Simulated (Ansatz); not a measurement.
**Searching the electronic states of Fe**

Aim: see which self-consistent states Fe reaches from different starts at one fixed geometry, and which of them is lowest. System: Fe, its deposited structure (space group Im-3m, primitive cell doubled); the cell holds 2 atoms. Source: COD entry 1100108, which need not be the ambient phase.

Method: DFT PBE, PAW, plane waves, scalar-relativistic, in Ansatz 0.2.0.

### 1 Starting point

The structure is cubic, space group Im-3m (No. 229). Conventional cell: a = 2.868 Å, b = 2.868 Å, c = 2.868 Å, α = 90.00°, β = 90.00°, γ = 90.00°. Fe (site symmetry m-3m) is surrounded by 8 Fe at 2.48 Å.

Structure file:

```
CELL_PARAMETERS angstrom
-1.43401 1.43401 1.43401
1.43401 -1.43401 1.43401
2.86802 2.86802 -2.86802
ATOMIC_POSITIONS crystal
Fe 0.00000 0.00000 0.00000
Fe 0.00000 0.00000 0.50000
```

Labels such as Fe2 number the atoms in the order of the input file.

The first starts: parallel moments, plain SCF; opposed moments +-, plain SCF; no spin polarisation; spin on, no moments given (the program may seed its own), plain SCF. What is tried next depends on their ends.

A plain SCF has the search for lower states switched off and ends at the first converged state. 

The total moment includes the space between the atomic spheres.

### 2 Parallel moments, plain SCF

input.yaml reads:

```yaml
crystal:
  lattice:
    - [-1.43401, 1.43401, 1.43401]
    - [1.43401, -1.43401, 1.43401]
    - [2.86802, 2.86802, -2.86802]
  atoms:
    - { symbol: Fe, position: [0.0, 0.0, 0.0], spin: 4.0 }
    - { symbol: Fe, position: [0.0, 0.0, 0.5], spin: 4.0 }
magnetization:
  spin_polarized: true
hamiltonian:
  xc: pbe
  pseudopotentials: { kind: paw }
basis:
  ecutwfc: 420
kpoints:
  mp_grid: { grid: [11, 11, 6] }
scf:
  occupations: { method: gaussian, width: 0.1 }
  lower_state_search: "off"
output:
  forces: true
  stress: true
```

Log, shortened:

```text
Warning: crystal.symmetry: narrowed to the stabiliser of the k-point mesh — unitary ops 16 → 8; excluded 8 operations that carry a point of the 11×11×6 mesh (shift [0, 0, 0]) off the mesh (the run samples exactly the mesh kpoints.mp_grid names, as under crystal.symmetry.detect: false, and [...]
Pseudopotentials: kind: paw
Pseudopotential: Fe, paw, valence charge 16, recommended cutoff 420 eV (normal), Fe.paw.azcp
Functional definition: PBE
[...]
Crystal: 2 atoms, lattice volume = 23.591 Å³
Basis set: ecut = 420 eV, 459 PW (Γ), exchange–correlation on 36×36×72 points (8 copies of the dense FFT grid, shifted against one another)
Bands: 24, of which v1, the nominal top of the filled ones, is band 16 counted from 1 (15 counted from 0)
Symmetry: 8 space group operations
k-points: 204 of 726
[...]
Starting moments: Σ|m| = 8 μB on 2 of 2 sites
[...]
SCF iter   1: F=—  HF=-8960.323912 eV  |F-HF|=—  |Δ(HF+E_count)|=         —  Δρ=1.18e-1 (↑1.18e-1 ↓7.56e-2)  dr2=4.38e-1  dr2_m=1.95e0  M=5.487 μB ∫|m|=5.634 μB  β_m=0.30  ethr=1.37e-3  ⟨swp⟩=1.0  Hψ=48091  notcnv=0
[...]
spin-set hold released at iteration 1 (the charge has settled, or the pull on large starting moments outlasts its swing): the magnetisation degrees of freedom join the quasi-Newton model from the next iteration; the mixer history was flushed
[...]
SCF iter  10: F=-8960.956097 eV  HF=-8960.956097 eV  |F-HF|=1.53e-9  |Δ(HF+E_count)|=   1.33e-8  Δρ=5.02e-6 (↑5.02e-6 ↓3.67e-6)  dr2=3.23e-9  dr2_m=1.61e-9  M=4.507 μB ∫|m|=4.754 μB  ethr=3.13e-10  ⟨swp⟩=2.5  Hψ=30340  notcnv=0
[...]
SCF converged after 10 iterations
Magnetization: 4.5067 μB (18.2534 up, 13.7466 down)
Absolute magnetization: 4.7539 μB (∫|ρ↑−ρ↓|, with the PAW one-centre terms)
Spin contamination: 0.0811 ħ² per cell (⟨S²⟩ above its minimum at these occupations)
Per-site moments (μB) at R_I (Å): [(2.3048180708452617, 1.0245584986567613), (2.3048180708452617, 1.0245584986567613)]
Free energy (F): -8960.956097 eV
[...]
E sigma→0 (E₀):  -8960.951449 eV
Entropy (-TS):   -0.009297 eV (-4.649 meV/atom)
Fermi energy:    17.662420 eV
[...]
--- Forces (eV/Å), atoms counted from 1 ---
  atom   1  Fe     0.00000000     0.00000000     0.00000000
  atom   2  Fe    -0.00000000     0.00000000    -0.00000000
[...]
--- Stress (GPa, compression-positive) ---
       -6.300843       0.236174      -0.009708
        0.236174      -6.300843      -0.009708
       -0.009723      -0.009723      -6.289631
  P = ⅓ Tr σ = -6.2971 GPa (-62.971 kbar)
```

It took 8.1 s on 2 threads of an Arm CPU, shared host; peak memory 0.42 GiB.

End: ferromagnetic, site moments Fe1 2.30, Fe2 2.30 μB, total 4.51 μB per cell, no gap on the k-mesh.

### 3 Opposed moments +-, plain SCF

Edit input.yaml of step 2 so:

```diff
@@ -7,3 +7,3 @@
     - { symbol: Fe, position: [0.0, 0.0, 0.0], spin: 4.0 }
-    - { symbol: Fe, position: [0.0, 0.0, 0.5], spin: 4.0 }
+    - { symbol: Fe, position: [0.0, 0.0, 0.5], spin: -4.0 }
 magnetization:
```

Log:

```text
Warning: crystal.symmetry: narrowed to the stabiliser of the k-point mesh — unitary ops 8 → 4; excluded 4 operations that carry a point of the 11×11×6 mesh (shift [0, 0, 0]) off the mesh (the run samples exactly the mesh kpoints.mp_grid names, as under crystal.symmetry.detect: false, and its converged state has the mesh's symmetry, not the crystal's; ε∞, the Born charges and the force constants of a linear response (`dielectric:` by the response, `phonons.method: dfpt`) are averaged over those of the crystal's operations that the state keeps within a tolerance, where `mesh_tensors`, `unaveraged_element` or `gamma_mean_max_change_ev_ang2` stands beside them; a row that `dielectric.field_direction` solves alone is averaged likewise, with nothing beside; a Γ-centred mesh of equal divisions is mapped onto itself by every operation and keeps the whole group, as does a half-shifted one under kpoints.further_shifts: images)
[... 11 lines as in an earlier run ...]
Symmetry: 4 space group operations
[... 5 lines as in an earlier run ...]
Starting moments: Σ|m| = 8 μB on 2 of 2 sites
[... 2 lines as in an earlier run ...]
spin-down is spin-up translated by (0, 0, 0.5): one eigenproblem is solved per k-point and the antiferromagnetic symmetry of the starting moments is kept exactly by this SCF (crystal.symmetry.spin_inversion_symmetry: false solves both channels; [...]
iter 1 solved again at ethr=2.31e-3 eV; its pass at ethr=3.10e-3 eV (dr2=7.40e-1 eV) is discarded
SCF iter   1: F=—  HF=-8959.930787 eV  |F-HF|=—  |Δ(HF+E_count)|=         —  Δρ=1.13e-1 (↑1.13e-1 ↓1.13e-1)  dr2=7.40e-1  dr2_m=2.46e0  M=0.000 μB ∫|m|=5.609 μB  β_m=0.30  ethr=2.31e-3  ⟨swp⟩=1.1  Hψ=24550  notcnv=0
Mixer restart at iter 1: flushing history
preconditioner: auto → none  [metal: Δε(μ)=0.013 eV  Ē_g=10.080 eV  σ=0.100 eV  W_gap=0.07  n_scr=6 (ndim 8)  ℏωp=30.6 eV  f_vac=0.000  D(μ)=2.30/eV (n_scr^D=30)  sad-step TF]
[... 1 line as in an earlier run ...]
SCF iter   2: F=—  HF=-8960.081122 eV  |F-HF|=—  |Δ(HF+E_count)|=   1.50e-1  Δρ=8.50e-2 (↑8.50e-2 ↓8.50e-2)  dr2=1.93e-1  dr2_m=1.48e0  M=0.000 μB ∫|m|=5.444 μB  β_m=0.65  ethr=2.31e-3  ⟨swp⟩=2.0  Hψ=6466  notcnv=0
SCF iter   3: F=—  HF=-8960.760588 eV  |F-HF|=—  |Δ(HF+E_count)|=   6.79e-1  Δρ=5.76e-2 (↑5.76e-2 ↓5.76e-2)  dr2=1.19e0  dr2_m=2.90e-1  M=0.000 μB ∫|m|=4.694 μB  β_m=0.51  ethr=6.05e-4  ⟨swp⟩=3.0  Hψ=10920  notcnv=0  defer=364
SCF iter   4: F=—  HF=-8960.502601 eV  |F-HF|=—  |Δ(HF+E_count)|=   2.58e-1  Δρ=1.38e-2 (↑1.38e-2 ↓1.38e-2)  dr2=2.56e-2  dr2_m=2.54e-2  M=0.000 μB ∫|m|=4.472 μB  β_m=0.76  ethr=6.05e-4  ⟨swp⟩=3.0  Hψ=10364  notcnv=0  defer=469
SCF iter   5: F=—  HF=-8960.520062 eV  |F-HF|=—  |Δ(HF+E_count)|=   1.75e-2  Δρ=3.12e-3 (↑3.12e-3 ↓3.12e-3)  dr2=2.71e-3  dr2_m=6.12e-4  M=0.000 μB ∫|m|=4.257 μB  β_m=0.80  ethr=8.01e-5  ⟨swp⟩=2.0  Hψ=8886  notcnv=0  defer=461
SCF iter   6: F=—  HF=-8960.520707 eV  |F-HF|=—  |Δ(HF+E_count)|=   6.45e-4  Δρ=2.20e-3 (↑2.20e-3 ↓2.20e-3)  dr2=7.58e-4  dr2_m=5.05e-4  M=0.000 μB ∫|m|=4.225 μB  β_m=0.75  ethr=8.48e-6  ⟨swp⟩=2.4  Hψ=6782  notcnv=0  defer=459
SCF iter   7: F=—  HF=-8960.520771 eV  |F-HF|=—  |Δ(HF+E_count)|=   6.36e-5  Δρ=4.85e-4 (↑4.85e-4 ↓4.85e-4)  dr2=7.93e-5  dr2_m=1.90e-5  M=0.000 μB ∫|m|=4.197 μB  β_m=0.87  ethr=2.37e-6  ⟨swp⟩=2.0  Hψ=7067  notcnv=0  defer=459
SCF iter   8: F=—  HF=-8960.520792 eV  |F-HF|=—  |Δ(HF+E_count)|=   2.10e-5  Δρ=2.73e-4 (↑2.73e-4 ↓2.73e-4)  dr2=9.21e-6  dr2_m=8.49e-6  M=0.000 μB ∫|m|=4.196 μB  β_m=0.82  ethr=2.48e-7  ⟨swp⟩=2.0  Hψ=5912  notcnv=0  defer=459
SCF iter   9: F=—  HF=-8960.520796 eV  |F-HF|=—  |Δ(HF+E_count)|=   3.42e-6  Δρ=7.87e-5 (↑7.87e-5 ↓7.87e-5)  dr2=2.00e-6  dr2_m=5.40e-7  M=0.000 μB ∫|m|=4.193 μB  β_m=0.87  ethr=2.88e-8  ⟨swp⟩=2.4  Hψ=7051  notcnv=0  defer=459
iter 10 did not close the SCF: its close was put off for a magnetic moment that had not settled (scf_convergence_deferred on its scf_iter line)
SCF iter  10: F=-8960.520796 eV  HF=-8960.520796 eV  |F-HF|=8.13e-9  |Δ(HF+E_count)|=   3.47e-7  Δρ=1.85e-5 (↑1.85e-5 ↓1.85e-5)  dr2=5.91e-8  dr2_m=4.47e-8  M=0.000 μB ∫|m|=4.192 μB  β_m=0.94  ethr=3.13e-10  ⟨swp⟩=3.0  Hψ=17614  notcnv=0
SCF iter  11: F=-8960.520796 eV  HF=-8960.520796 eV  |F-HF|=5.12e-9  |Δ(HF+E_count)|=   6.57e-8  Δρ=4.97e-6 (↑4.97e-6 ↓4.97e-6)  dr2=9.05e-9  dr2_m=1.80e-9  M=0.000 μB ∫|m|=4.192 μB  ethr=1.85e-10  ⟨swp⟩=2.6  Hψ=15301  notcnv=0
SCF 1 converged in 11 iterations: F = -8960.520796 eV  dr2 = 9.05e-9
SCF converged after 11 iterations
Magnetization: 0.0000 μB (16.0000 up, 16.0000 down)
Absolute magnetization: 4.1918 μB (∫|ρ↑−ρ↓|, with the PAW one-centre terms)
Spin contamination: 1.7974 ħ² per cell (⟨S²⟩ above its minimum at these occupations)
Per-site moments (μB) at R_I (Å): [(2.0281379238237904, 1.0245584986567613), (-2.0281379238237904, 1.0245584986567613)]
Free energy (F): -8960.520796 eV
Harris-Foulkes:  -8960.520796 eV  (|F-HF|=5.12e-9)
Internal energy: -8960.503621 eV  (E = F + TS)
E sigma→0 (E₀):  -8960.512209 eV
Entropy (-TS):   -0.017175 eV (-8.587 meV/atom)
Fermi energy:    17.988249 eV
--- Per-component energies (eV) ---
  E_band       = -450.398591
  E_kinetic    = 698.480368
  E_local      = -4215.561387  (includes V_loc(G=0)·N_el)
  E_nonlocal   = 436.015828
  E_hartree    = 1764.680424
  E_xc         = -235.188449
  E_vxc        = -302.807726  (∫ρ·V_xc dr)
  E_paw        = -2731.370467  (= ΣΔE_a)
  E_vpaw       = -595.896017  (= ΣTr[D̂ρ^β])
  E_aug_tail   = 0.001550  (compensation charges beyond the density's cutoff)
  E_ewald      = -4677.561489
  E_smearing   = -0.017175  (= −TS)
  E_closure    = -0.000000  (closes the sum)
  Σ components = -8960.520796   (vs F -8960.520796, Δ=0.00e0)
--- Forces (eV/Å), atoms counted from 1 ---
  atom   1  Fe    -0.00000000    -0.00000000     0.00000000
  atom   2  Fe     0.00000000     0.00000000     0.00000000
  max |Σ_I F_I| component: 6.63e-29 eV/Å
--- Stress (GPa, compression-positive) ---
      -10.776862       6.253129      -0.108883
        6.253129     -10.776862      -0.108883
       -0.108882      -0.108882      -3.201381
  P = ⅓ Tr σ = -8.2517 GPa (-82.517 kbar)
```

Run time: 4.9 s. Hardware: 2 threads of an Arm CPU, shared host; peak memory 0.41 GiB.

The state reached is antiferromagnetic (magnetic neighbours of Fe1 with a moment over 0.3 of its own that point the other way: 4 of 8 at 2.48 Å, 4 of 6 at 2.87 Å), site moments Fe1 2.03, Fe2 -2.03 μB, total 0.00 μB per cell, no gap on the k-mesh. Against step 2, the lowest until now, it is 218 meV/atom higher.

### 4 No spin polarisation

Edit input.yaml of step 3 so:

```diff
@@ -6,6 +6,4 @@
   atoms:
-    - { symbol: Fe, position: [0.0, 0.0, 0.0], spin: 4.0 }
-    - { symbol: Fe, position: [0.0, 0.0, 0.5], spin: -4.0 }
-magnetization:
-  spin_polarized: true
+    - { symbol: Fe, position: [0.0, 0.0, 0.0] }
+    - { symbol: Fe, position: [0.0, 0.0, 0.5] }
 hamiltonian:
```

Log, shortened:

```text
[... 11 lines as in an earlier run ...]
Bands: 20, of which v1, the nominal top of the filled ones, is band 16 counted from 1 (15 counted from 0)
[... 5 lines as in an earlier run ...]
[...]
[... 2 lines as in an earlier run ...]
SCF iter   1: F=—  HF=-8959.821581 eV  |F-HF|=—  |Δ(HF+E_count)|=         —  Δρ=3.93e-3  dr2=5.70e-4  ethr=1.77e-3  ⟨swp⟩=4.7  Hψ=32652  notcnv=0  defer=46
[...]
SCF iter   6: F=-8959.822126 eV  HF=-8959.822126 eV  |F-HF|=3.96e-9  |Δ(HF+E_count)|=   2.97e-8  Δρ=1.59e-5  dr2=1.53e-8  ethr=3.13e-10  ⟨swp⟩=3.9  Hψ=13400  notcnv=0
[...]
SCF converged after 6 iterations
Free energy (F): -8959.822126 eV
[...]
E sigma→0 (E₀):  -8959.804363 eV
Entropy (-TS):   -0.035525 eV (-17.763 meV/atom)
Fermi energy:    17.788427 eV
[...]
--- Forces (eV/Å), atoms counted from 1 ---
  atom   1  Fe     0.00000000     0.00000000     0.00000000
  atom   2  Fe     0.00000000     0.00000000     0.00000000
[...]
--- Stress (GPa, compression-positive) ---
      -24.030528       0.524158      -0.239092
        0.524158     -24.030528      -0.239092
       -0.239091      -0.239091     -24.138216
  P = ⅓ Tr σ = -24.0664 GPa (-240.664 kbar)
```

It took 3.1 s on 2 threads of an Arm CPU, shared host; peak memory 0.37 GiB.

The state reached is non-magnetic (no spin polarisation), no gap on the k-mesh. It lies 567 meV/atom above the lowest state so far (step 2).

[end of part 1 of 2]
